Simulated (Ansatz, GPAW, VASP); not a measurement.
**GaSb: programs and potentials compared**

```
Sb Ga
1.0
     0.00000    3.05900    3.05900
     3.05900    0.00000    3.05900
     3.05900    3.05900    0.00000
Sb Ga
1 1
Direct
  0.75000 0.75000 0.75000
  0.00000 0.00000 0.00000
```

Alike in all runs: task single point; functional PBE; k mesh 8 × 8 × 8; occupations gaussian, width 0.028 eV; no spin polarisation; no spin-orbit coupling. Pressure is positive in compression and, in plane waves, holds the error of the finite cutoff.

```
                        program and potentials  plane-wave cutoff (eV)  notes  band gap (eV)  pressure (GPa)
    GPAW, GPAW PAW data sets (gpaw-data 1.2.1)                     600      -           0.09            2.31
          VASP, PBE PAW files Ga_d, Sb, 520 eV                     520      -           0.04            2.39
Ansatz, all-electron LAPW, scalar-relativistic                       -      -           0.04            2.31
```

The band gap spans 0.04 (VASP, PBE PAW files Ga_d, Sb, 520 eV) to 0.09 eV (GPAW, GPAW PAW data sets (gpaw-data 1.2.1)), with all-electron results at 0.04. The pressure spans 2.31 (Ansatz, all-electron LAPW, scalar-relativistic) to 2.39 GPa (VASP, PBE PAW files Ga_d, Sb, 520 eV), with all-electron results at 2.31. Spin-orbit coupling, left out here, moves the band edges of heavy atoms.

Differences between rows come from potentials, basis sets and numerical settings, since the functional is the same but for its coding. Runs on potential files found faulty are left out.

All three calculations describe GaSb as an almost gapless semiconductor under compression. The positive pressure means that the cell is smaller than PBE would choose, in line with this functional's usual underbinding of heavier III-V compounds. The tiny gap disagrees with the clear direct gap known for GaSb. The likely cause is the semilocal functional, which lacks the derivative discontinuity and places the antibonding, s-like conduction minimum too close to the p-like valence top, mostly of Sb character. Because that s state has weight near the nuclei, its energy is sensitive to the core treatment, which may explain the larger GPAW gap.

Agreement with the all-electron reference in one quantity doesn't carry over to the other: GPAW matches its pressure but not its gap, while VASP does the reverse. The close agreement supports the numerical consistency of the PBE description, not its accuracy for optical properties. Relaxing the cell to zero pressure would probably lower the antibonding conduction edge and could close the gap altogether.
